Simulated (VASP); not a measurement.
# BaTiO3 (P4mm) in VASP: notebook, part 2 of 3

VASP 6.6.1. The steps go on from the part before.

## 3. Relaxation of cell and atoms, LDA

This run uses another cell than the first one, of 12.39 Å³/atom, 0.964 times its volume.

File INCAR:

```
PREC = Accurate
ENCUT = 600
EDIFF = 1E-7
ISMEAR = 0
SIGMA = 0.03
LREAL = F
LASPH = T
NELM = 80
ALGO = Normal
ISIF = 3
LWAVE = F
LCHARG = F
IBRION = 2
NSW = 90
EDIFFG = -0.005
KPAR = 2
```

File KPOINTS:

```
Automatic mesh
0
Gamma
  8 8 8
```

File POSCAR:

```
BaTiO3                                  
1.0
    3.9417844712      0.0000000000      0.0000000000
    0.0000000000      3.9417844712     -0.0000000000
    0.0000000000     -0.0000000000      3.9886303436
  Ba              Ti              O             
     1     1     3
Direct
     1.0000000000000000    0.0000000000000000    0.0018904492552014
     0.5000000000000000    0.5000000000000000    0.4893706761846831
     0.5000000000000000    0.5000000000000000    0.0222082892370574
     0.5000000000000000    0.0000000000000000    0.5147652926615323
     0.0000000000000000    0.5000000000000000    0.5147652926615323
```

Potentials or basis: VASP PAW LDA potentials, release 64 (Ba_sv, Ti_sv, O).

Started as:

```bash
$ cat potpaw_LDA.64/Ba_sv/POTCAR potpaw_LDA.64/Ti_sv/POTCAR potpaw_LDA.64/O/POTCAR > POTCAR
$ mpirun -np 2 vasp_std > vasp.out
```

OUTCAR:

```text
PREC = Accurate
   ENCUT = 600
   EDIFF = 1E-7
   ISMEAR = 0
   LREAL = F
   LASPH = T
   NELM = 80
   ISIF = 3
   IBRION = 2
   NSW = 90
   EDIFFG = -0.005

 ion  position               nearest neighbor table
   1  0.000  0.000  0.002-   4 2.77   5 2.77   5 2.77   4 2.77   3 2.79   3 2.79   3 2.79   3 2.79
                             4 2.84   5 2.84   5 2.84   4 2.84   2 3.40   2 3.40   2 3.40   2 3.40
   2  0.500  0.500  0.489-   3 1.86   4 1.97   5 1.97   4 1.97   5 1.97   3 2.13   1 3.40   1 3.40
                             1 3.40   1 3.40   1 3.46   1 3.46   1 3.46   1 3.46
   3  0.500  0.500  0.022-   2 1.86   2 2.13   1 2.79   1 2.79   1 2.79   1 2.79
   4  0.500  0.000  0.515-   2 1.97   2 1.97   1 2.77   1 2.77   1 2.84   1 2.84
   5  0.000  0.500  0.515-   2 1.97   2 1.97   1 2.77   1 2.77   1 2.84   1 2.84

  LATTYP: Found a simple tetragonal cell.
 ALAT       =     3.9417844712
 C/A-ratio  =     1.0118844327

  Lattice vectors:

 A1 = (   3.9417844712,   0.0000000000,   0.0000000000)
 A2 = (   0.0000000000,   3.9417844712,   0.0000000000)
 A3 = (   0.0000000000,   0.0000000000,   3.9886303436)

Analysis of symmetry for initial positions (statically):
=====================================================================
 Subroutine PRICEL returns:
 Original cell was already a primitive cell.

 Routine SETGRP: Setting up the symmetry group for a
 simple tetragonal supercell.

 Subroutine GETGRP returns: Found  8 space group operations
 (whereof  8 operations were pure point group operations)
 out of a pool of 16 trial point group operations.

The static configuration has the point symmetry C_4v.

Analysis of symmetry for dynamics (positions and initial velocities):
=====================================================================
 Subroutine PRICEL returns:
 Original cell was already a primitive cell.

 Routine SETGRP: Setting up the symmetry group for a
 simple tetragonal supercell.

 Subroutine GETGRP returns: Found  8 space group operations
[... 134 lines left out ...]
   GGA     = CA    functional components
   LHFCALC =     F    Hartree Fock is set to
   AEXX    =    0.0000 exact exchange contribution
   IVDW    =     0    specifies the selected vdW correction
   LEPSILON=     F    determine dielectric tensor
   LRPA    =     F    only Hartree local field effects (RPA)
 conjugate gradient relaxation of ions
 non-spin polarized calculation
 Gauss-broadening in eV      SIGMA  =   0.03
  energy-cutoff  :      600.00
  volume of cell :       61.97
 maximum number of plane-waves:      2103
 NGX is ok and might be reduce to    32
   NGX = 15   NGY = 15   NGZ = 15

--------------------------------------- Ionic step        1  -------------------------------------------

 number of electron      39.9999984 magnetization

 Free energy of the ion-electron system (eV)
  ---------------------------------------------------
  ext. energy  EPLUGINS =         0.00000000
  ---------------------------------------------------
  free energy    TOTEN  =       -44.17006271 eV

  energy without entropy =      -44.17006271  energy(sigma->0) =      -44.17006271

------------------------ aborting loop because EDIFF is reached ----------------------------------------

  FORCE on cell =-STRESS in cart. coord.  units (eV):
  Direction    XX          YY          ZZ          XY          YZ          ZX
  --------------------------------------------------------------------------------------
  -------------------------------------------------------------------------------------
  Total        0.0086543      0.0086543      0.0261884      0.0000000     -0.0000000      0.0000000
  in kB        0.2237346      0.2237346      0.6770331      0.0000000     -0.0000000      0.0000000
  external PRESSURE =       0.3748341 kB  Pullay stress =       0.0000000 kB
[... 104 lines left out ...]
--------------------------------------- Ionic step        4  -------------------------------------------

 number of electron      39.9999984 magnetization

 Free energy of the ion-electron system (eV)
  ---------------------------------------------------
  ext. energy  EPLUGINS =         0.00000000
  ---------------------------------------------------
  free energy    TOTEN  =       -44.17006655 eV

  energy without entropy =      -44.17006655  energy(sigma->0) =      -44.17006655

 E-fermi :   3.9828     XC(G=0): -11.9059

 val. band max:        3.8475082923   @ k =   0.5000   0.5000   0.5000
 cond. band min:       5.5981545173   @ k =   0.0000   0.0000   0.0000
 fundamental gap:      1.7506462250
 Fermi energy:         3.9828251323

 k-point     1 :       0.0000    0.0000    0.0000
  band No.  band energies     occupation
      1     -51.8555      2.00000
      2     -28.5331      2.00000
      3     -28.4926      2.00000
      4     -28.4926      2.00000
      5     -20.8109      2.00000
      6     -12.8627      2.00000
[... 637 lines left out ...]
     23       7.5684      0.00000
     24       8.7805      0.00000

 [... further k-points ...]
[... 5 lines left out ...]
  --------------------------------------------------------------------------------------
  -------------------------------------------------------------------------------------
  Total       -0.0064607     -0.0064607      0.0007996      0.0000000      0.0000000      0.0000000
  in kB       -0.1669869     -0.1669869      0.0206673      0.0000000      0.0000000      0.0000000
  external PRESSURE =      -0.1044355 kB  Pullay stress =       0.0000000 kB
[... 20 lines left out ...]
  FREE ENERGIE OF THE ION-ELECTRON SYSTEM (eV)
  ---------------------------------------------------
  free  energy   TOTEN  =       -44.1700665523 eV

  energy  without entropy=      -44.1700665523  energy(sigma->0) =      -44.17006655

 reached required accuracy - stopping structural energy minimisation
```

CONTCAR:

```text
BaTiO3
   1.00000000000000
     3.9419647981402104    0.0000000000000000    0.0000000000000000
     0.0000000000000000    3.9419647981402104    0.0000000000000000
     0.0000000000000000   -0.0000000000000000    3.9891825078799577
  Ba              Ti              O
     1     1     3
Direct
     0.0000000000000000    1.0000000000000000    0.0019191113268453
     0.5000000000000000    0.5000000000000000    0.4893446043486940
     0.5000000000000000    0.5000000000000000    0.0221684771398351
     0.5000000000000000    1.0000000000000000    0.5147839035923124
     0.0000000000000000    0.5000000000000000    0.5147839035923124

  0.00000000E+00  0.00000000E+00  0.00000000E+00
  0.00000000E+00  0.00000000E+00  0.00000000E+00
  0.00000000E+00  0.00000000E+00  0.00000000E+00
  0.00000000E+00  0.00000000E+00  0.00000000E+00
  0.00000000E+00  0.00000000E+00  0.00000000E+00
```

It took 2.7 min on 2 MPI ranks of Intel Xeon Platinum 8375C at 2.90GHz (Ice Lake), shared host; peak memory 0.25 GiB.

What came out:

```
Free energy                            : -44.1701 eV
Relaxed volume                         : 12.40 Å³/atom
Relaxed cell                           : a = 3.942 Å, b = 3.942 Å, c = 3.989 Å, α = 90.00°, β = 90.00°, γ = 90.00°
Space group after relaxing (to 0.05 Å) : P4mm (No. 99)
Energy gained by relaxing              : 0.0 meV/atom
Ionic steps                            : 4
Pressure after relaxing                : 0.0 GPa
Largest force after relaxing           : 0.005 eV/Å
Band gap on the k mesh                 : 1.75 eV, indirect (least direct gap 2.04 eV)
```

Forces in eV/Å, atoms in the order of the input:
```
Ba   0.000  0.000  0.003
Ti   0.000  0.000 -0.005
O    0.000  0.000 -0.001
O    0.000  0.000  0.002
O    0.000  0.000  0.002
```

Final structure:
```
Ba Ti O
1.0
     3.94196    0.00000    0.00000
     0.00000    3.94196    0.00000
     0.00000    0.00000    3.98918
Ba Ti O
1 1 3
Direct
  0.00000 0.00000 0.00192
  0.50000 0.50000 0.48934
  0.50000 0.50000 0.02217
  0.50000 0.00000 0.51478
  0.00000 0.50000 0.51478
```

Caveat: spin-orbit coupling is left out, which moves the levels of the heavy elements. A k mesh can miss the band edges.

(Continued in part 3 of 3.)
